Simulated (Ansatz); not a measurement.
# Random displacements in Ag

These are results of DFT PBE, scalar-relativistic, plane waves, PAW in Ansatz, not measurements. Cutoff 420 eV, Γ-centred 18×18×6 k-points, Gaussian smearing of 0.15 eV. No spin polarisation. Energies are free energies at this smearing, counted from the undisturbed cell; pressure is positive in compression.

Reference structure (relaxed at this level; this form isn't the usual structure):

```
Ag
1.0
     2.93682    0.00000    0.00000
    -1.46841    2.54336    0.00000
     0.00000    0.00000    9.56351
Ag
4
Direct
  0.33333 0.66667 0.25000
  0.66667 0.33333 0.75000
  0.00000 0.00000 0.00000
  0.00000 0.00000 0.50000
```

The atoms are displaced (Å, in the unstrained cell):

```
atom ux uy uz
 Ag1  -0.014   0.022   0.078
 Ag2   0.091   0.041  -0.027
 Ag3  -0.057  -0.065  -0.011
 Ag4  -0.020   0.002  -0.041
```

Strain (Voigt, engineering shear): (-0.0118, -0.0042, -0.0038, 0.0156, 0.0081, -0.0220).

What are the energy change, the stress and the forces?

ΔE = 13.6 meV/atom; stress (xx, yy, zz, yz, xz, xy; compression positive) (2.42, 2.11, 2.66, -0.24, -0.11, 0.49) GPa.
| atom | Fx (eV/Å) | Fy | Fz |
| --- | --- | --- | --- |
| Ag1 | -0.05 | -0.03 | -0.61 |
| Ag2 | -0.07 | -0.04 | 0.02 |
| Ag3 | 0.07 | 0.06 | 0.15 |
| Ag4 | 0.05 | 0.01 | 0.44 |

Cost: 1 run of about 5.9 core-minutes, on Intel Xeon Processor @ 2.50GHz (Skylake/Cascade Lake) (shared hosts).